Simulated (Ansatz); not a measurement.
## La under changes of volume

One of the cells (36.962 Å³/atom); the others are scaled copies at fixed shape and fractional positions:

```xyz
2
Lattice="3.7500 0.0000 0.0000 -1.8750 3.2476 0.0000 0.0000 0.0000 6.0700" Properties=species:S:1:pos:R:3 pbc="T T T"
La    1.8750    1.0825    4.5525
La    0.0000    2.1651    1.5175
```

This isn't the form of La at room conditions, which is double hcp.

- Program: Ansatz 0.2.0
- Functional: r2SCAN
- Potentials or basis: Ansatz PAW
- Cutoff: 500 eV (not typed: the program's choice for these potentials)
- k mesh: 8 × 8 × 5
- Occupations: fermi-dirac, width 0.05 eV
- Spin: no spin polarisation

| volume (Å³/atom) | energy over the lowest point (meV/atom) | pressure (GPa) |
| --- | --- | --- |
| 34.744 | 26.40 | 2.4 |
| 35.483 | ? | ? |
| 36.222 | 8.80 | 1.4 |
| 36.962 | 3.51 | 0.9 |
| 37.701 | 0.61 | 0.4 |
| 38.440 | 0.00 | -0.1 |
| 39.179 | 1.57 | -0.6 |

Question: What does the run at 35.483 Å³/atom give?

Answer: Energy over the lowest point 16.47 meV/atom; pressure 1.9 GPa.

Worked out: A Birch-Murnaghan fit of order 3 (a polynomial in V^(-2/3)) to the other rows has its minimum at 38.28 Å³/atom with B0 = V·E''(V) = 25 GPa (rough, since the energies scatter) at fixed shape and positions, which overstates the stiffness. It gives 16.40 meV/atom at 35.483 Å³/atom, against the run's 16.47, and -dE/dV = 1.9 GPa, against 1.9.

Energies are extrapolated to zero smearing.

Caveats: the magnetic or orbital state may not be the lowest; the PAW data sets come from PBE, with cores solved anew for the run's functional, which leaves a small shift of forces and pressure.
